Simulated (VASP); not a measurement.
Data:

```xyz
2
Lattice="0.0000 3.1023 3.1023 3.1023 0.0000 3.1023 3.1023 3.1023 0.0000" Properties=species:S:1:pos:R:3 pbc="T T T"
Al     0.0000     0.0000     0.0000
Sb     1.5512     1.5512     1.5512
```

These are rev-vdW-DF2, VASP's PBE PAW potentials (set 64) (plane waves; VASP 6.6.1) values and carry that method's errors. Run with 520 eV cut-off, 7×7×7 Γ-centred mesh, Gaussian smearing of 0.050 eV, potentials Al Sb.

Question: What does the run give for the energy per atom (σ→0)?

Answer: 
```
Quantity                        Value
---------------------  --------------
energy per atom (σ→0)  -2.710 eV/atom
```

Total energies compare only between runs with the same potentials, cut-off and functional.

The compound is AlSb in the zinc blende structure. It was relaxed first. The start is the result of an earlier pass.
